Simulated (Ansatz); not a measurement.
**Infrared modes and screening in CaSe (CsCl type)**

Perturbation theory with PBEsol in Ansatz on the PBEsol cell, ground state and force constants on a 6×6×6 mesh. The cell comes from a prototype generator: it can be a known phase or a hypothetical one. Spin polarisation is off.

Space group Pm-3m (No. 221), cubic; conventional cell a = 3.596 Å, 23.24 Å³ an atom. Ca is surrounded by 8 Se at 3.11 Å; Se is surrounded by 8 Ca at 3.11 Å.

```cif
data_structure
_symmetry_space_group_name_H-M 'Pm-3m'
_symmetry_Int_Tables_number 221
_cell_length_a 3.5956
_cell_length_b 3.5956
_cell_length_c 3.5956
_cell_angle_alpha 90.000
_cell_angle_beta 90.000
_cell_angle_gamma 90.000
_cell_volume 46.49
loop_
_atom_site_label
_atom_site_type_symbol
_atom_site_symmetry_multiplicity
_atom_site_Wyckoff_symbol
_atom_site_fract_x
_atom_site_fract_y
_atom_site_fract_z
_atom_site_occupancy
Ca1 Ca 1 a 0.00000 0.00000 0.00000 1
Se1 Se 1 b 0.50000 0.50000 0.50000 1
```

Optical modes without the longitudinal term:
```
ω (cm⁻¹)  degeneracy  IR intensity, summed over the level ((D/Å)²/amu)
      99           3                                             20.35
```

The optical mode at Γ lies at 99 cm⁻¹ without the longitudinal term. With the long-range field the highest mode reaches 224 cm⁻¹. By the program's warning the force constants, and with them frequencies and ε⁰, aren't converged on this mesh.

ε∞: 7.73 in all directions. With the ions relaxed, ε⁰ is 39.4 in all directions. Born charges, averaged over directions: Ca +2.80, Se -2.80 e.

With one polar mode in a cubic crystal the Lyddane-Sachs-Teller relation applies: (ω_LO/ω_TO)² = (223.8/99.2)² = 5.091, and ε⁰/ε∞ = 39.371/7.733 = 5.092. The refractive index √ε∞ is 2.78.

For comparison, on the r2SCAN cell the mean ε∞ is 6.47 with r2SCAN (ground state on 6×6×6; least gap 1.24 eV), 7.5 with PBE (ground state on 6×6×6; least gap 0.77 eV).

The runs are scalar-relativistic, without spin-orbit coupling.
